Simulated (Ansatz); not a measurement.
Set up this calculation in Ansatz 0.2.0, as the native input.

| Property | Result |
| --- | --- |
| Task | relaxation of cell and atoms |
| Functional | r2SCAN |
| Dispersion | rVV10 |
| Potentials or basis | Ansatz PAW |
| Cutoff | 500 eV (not typed: the program's choice for these potentials) |
| k mesh | 9 × 9 × 5 |
| Occupations | fermi-dirac, width 0.05 eV |
| Spin | no spin polarisation |

ZnO (zincite):

```
Zn O
1.0
     3.24931    0.00000    0.00000
    -1.62465    2.81398    0.00000
     0.00000    0.00000    5.20571
Zn O
2 2
Direct
  0.66667 0.33333 0.00000
  0.33333 0.66667 0.50000
  0.33333 0.66667 0.87901
  0.66667 0.33333 0.37901
```

One way to write it, as run:

input.yaml

```yaml
crystal:
  lattice:
    - [3.249308, 0.0, 0.0]
    - [-1.624654, 2.8139832727, 0.0]
    - [0.0, 0.0, 5.205709]
  atoms:
    - { symbol: Zn, position: [0.6666666667, 0.3333333333, 0.0] }
    - { symbol: Zn, position: [0.3333333333, 0.6666666667, 0.5] }
    - { symbol: O, position: [0.3333333333, 0.6666666667, 0.87901] }
    - { symbol: O, position: [0.6666666667, 0.3333333333, 0.37901] }
hamiltonian:
  xc: r2scan
  pseudopotentials: { kind: paw }
  dispersion: rvv10
kpoints:
  mp_grid: { grid: [9, 9, 5] }
scf:
  occupations: { method: fermi_dirac, width: 0.05 }
output:
  forces: true
  stress: true
  write_density: true
  write_potential: true
  elf: true
  volumetric_format: npy
relax:
  f_tol: 0.01
  max_steps: 40
  cell: { stress_tol: 0.05 }
```

Potentials or basis: Ansatz PAW.

The run is started by

```bash
$ ansatz run input.yaml --threads 2 --pin off --max-ram 5120MiB --backend cpu --events-out ev --progress --plain --runs-dir out
```

Results of the run:

```json
{
  "Relaxed volume": "11.70 Å³/atom",
  "Relaxed cell": "a = 3.225 Å, b = 3.225 Å, c = 5.196 Å, α = 90.00°, β = 90.00°, γ = 120.00°",
  "Space group after relaxing (to 0.05 Å)": "P6_3mc (No. 186)",
  "Energy gained by relaxing": "1.8 meV/atom",
  "Ionic steps": "6",
  "Pressure after relaxing": "0.0 GPa",
  "Band gap on the k mesh": "1.19 eV, direct"
}
```

Caveat: odd divisions of the mesh miss points on the zone boundary, where band edges often lie, so the gap on the mesh can be too wide; the plane-wave basis is chosen anew once the cell has moved, so the energies of steps on either side of that aren't comparable; the PAW data sets come from PBE, with cores solved anew for the run's functional, which leaves a small shift of forces and pressure.

It took 35 s on 2 threads of Arm Neoverse V1 (shared host), peak memory 0.53 GiB.
